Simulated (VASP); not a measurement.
Set up this calculation in VASP 6.6.1, as the native input.

```yaml
Task: relaxation of cell and atoms
Functional: PBE
Potentials_or_basis: VASP PAW PBE potentials, release 64 (Cr_pv)
Cutoff: 600 eV
k_mesh: 21 × 21 × 10
Occupations: gaussian, width 0.1 eV
Spin: no spin polarisation
Dipole_correction: no
Further_INCAR_settings: ALGO = Fast; EDIFF = 1e-07; IBRION = 2; EDIFFG = -0.005; NSW = 100; ISIF = 3
```

The structure of Cr lies in POSCAR:

```
Cr
1.0
    2.4880302131      0.0000000000      0.0000000000
   -1.2440151066      2.1546973700      0.0000000000
    0.0000000000      0.0000000000      4.4409523558
Cr
2
Direct
    0.3333333333      0.6666666667      0.2500000000
    0.6666666667      0.3333333333      0.7500000000
```

This isn't the form of Cr at room conditions, which is bcc.

These files were run (other wordings do the same):

INCAR

```
PREC = Accurate
ENCUT = 600
EDIFF = 1E-7
ISMEAR = 0
SIGMA = 0.1
LREAL = False
LASPH = True
NELM = 100
ALGO = Fast
ISIF = 3
LWAVE = False
LCHARG = False
GGA = PE
IBRION = 2
NSW = 100
EDIFFG = -0.005
```

KPOINTS

```
regular mesh
0
Gamma
  21 21 10
```

Potentials or basis: VASP PAW PBE potentials, release 64 (Cr_pv).

The run is started by

```sh
$ cat potpaw_PBE.64/Cr_pv/POTCAR > POTCAR
$ mpirun -np 1 vasp_std > vasp.out
```

It gave:

```yaml
Relaxed_volume: 11.89 Å³/atom
Relaxed_cell: a = 2.483 Å, b = 2.483 Å, c = 4.454 Å, α = 90.00°, β = 90.00°, γ = 120.00°
Space_group_after_relaxing_to_0.05_Å: P6_3/mmc (No. 194)
Energy_gained_by_relaxing: 0.2 meV/atom
Ionic_steps: 8
Pressure_after_relaxing: 0.0 GPa
Band_gap_on_the_k_mesh: none (metal or under the smearing width)
```

Caveat: the run has no spin polarisation, though such a crystal can be magnetic.

Wall time 4.7 min on 1 thread of Intel(R) Xeon(R) 6975P-C (Granite Rapids), with other jobs on the host, peak memory 0.24 GiB.
